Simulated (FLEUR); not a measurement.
Runs of FLEUR MaX-R8.1 (later development tree) on AgCl (Chlorargyrite). It takes space group Fm-3m (No. 225, cubic). Conventional cell: a = 5.470 Å, b = 5.470 Å, c = 5.470 Å, α = 90.00°, β = 90.00°, γ = 90.00°. Ag (site symmetry m-3m) is surrounded by 6 Cl at 2.73 Å. Cl (site symmetry m-3m) has 6 Ag at 2.73 Å as nearest neighbours. 

| task | level | gmax | muffin-tin radii | max iterations | mixing factor | mixer | kmax | gap on the mesh (eV) |
| --- | --- | --- | --- | --- | --- | --- | --- | --- |
| band structure | RPBE | 14.8 1/bohr | Ag 2.66, Cl 2.05 bohr | 60 | 0.05 | Anderson | 4.78 1/bohr | 1.26 |
| band structure | LDA | 14.8 1/bohr | Ag 2.66, Cl 2.05 bohr | 60 | 0.05 | Anderson | 4.78 1/bohr | 0.62 |
| band structure | BLYP | 14.8 1/bohr | Ag 2.66, Cl 2.05 bohr | 60 | 0.05 | Anderson | 4.78 1/bohr | (a) |
| band structure | AM05 | 14.8 1/bohr | Ag 2.66, Cl 2.05 bohr | 60 | 0.05 | Anderson | 4.78 1/bohr | 0.85 |

Alike in all rows: potentials or basis all-electron, FLAPW; no spin polarisation; cell as given; k mesh 8 × 8 × 8; smearing fermi-dirac 0.05 eV.

Question: Fill in the values left out.

Answer: (a) 0.96.

A k mesh can miss the band edges, and the runs leave out spin-orbit coupling on Ag.
